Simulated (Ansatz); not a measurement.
Runs of Ansatz 0.2.0 on Sn. The structure is tetragonal, space group I4_1/amd (No. 141). Conventional cell: a = 5.880 Å, b = 5.880 Å, c = 3.199 Å, α = 90.00°, β = 90.00°, γ = 90.00°. Sn (site symmetry -4m2) is surrounded by 6 Sn at 3.05 to 3.20 Å. 

```csv
task,level,cell,k mesh,cutoff (eV),points for each segment of the path,target pressure (GPa),mesh quality,gap on the mesh (eV),pressure (GPa)
band structure,PBEsol,as given,5 × 5 × 5,420,14,-,coarse,none,(a)
band structure,LDA,as given,5 × 5 × 5,420,14,-,coarse,none,-2.4
band structure,r2SCAN,as given,5 × 5 × 5,500,14,-,coarse,none,0.4
band structure,RPBE,as given,5 × 5 × 5,420,14,-,coarse,none,3.3
relaxation of cell and atoms,PBEsol,relaxed to 10 GPa,9 × 9 × 9,420,-,10,not flagged,none,10.0
relaxation of cell and atoms,PBEsol,relaxed,9 × 9 × 9,420,-,0,not flagged,none,0.0
relaxation of cell and atoms,PBEsol,relaxed to 20 GPa,9 × 9 × 9,420,-,20,not flagged,none,20.0
relaxation of cell and atoms,PBEsol,relaxed to 2 GPa,9 × 9 × 9,420,-,2,not flagged,none,2.0
```

Alike in all rows: potentials or basis Ansatz PAW; no spin polarisation; smearing fermi-dirac 0.05 eV.

Problem. Estimate the missing entries.

Solution. (a) -1.0.

Caveats: some runs use coarse meshes; the PAW data sets come from PBE, with cores solved anew for the run's functional, which leaves a small shift of forces and pressure; spin-orbit coupling is left out, which moves the levels of the heavy elements (some runs); the plane-wave basis is chosen anew once the cell has moved, so the energies of steps on either side of that aren't comparable (some runs).

A k mesh can miss the band edges, and the runs leave out spin-orbit coupling on Sn.

A gap of «none» marks a metal or a gap under the smearing width.
